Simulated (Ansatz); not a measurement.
# Ba (fcc): energy against volume

Theory: Ansatz, DFT, PBE, plane waves (420 eV) with PAW, scalar-relativistic.

The cell is scaled uniformly from the relaxed one, with fractional coordinates and shape fixed. Energies are extrapolated to zero smearing, pressures are those at the given smearing. Magnetic state: spin not included.

A Birch-Murnaghan fit gives V₀ = 64.03 Å³/atom, B₀ = 8.2 GPa, B₀′ = 2.5.

**Question.** What are the energy above the minimum and the pressure at 56.468 Å³/atom?

**Answer.** 26.2 meV/atom and 1.21 GPa as computed.

**Question.** What are the energy above the minimum and the pressure at 61.602 Å³/atom?

**Answer.** 2.5 meV/atom and 0.36 GPa as computed.

**Question.** What are the energy above the minimum and the pressure at 71.868 Å³/atom?

**Answer.** 21.2 meV/atom and -0.78 GPa as computed.
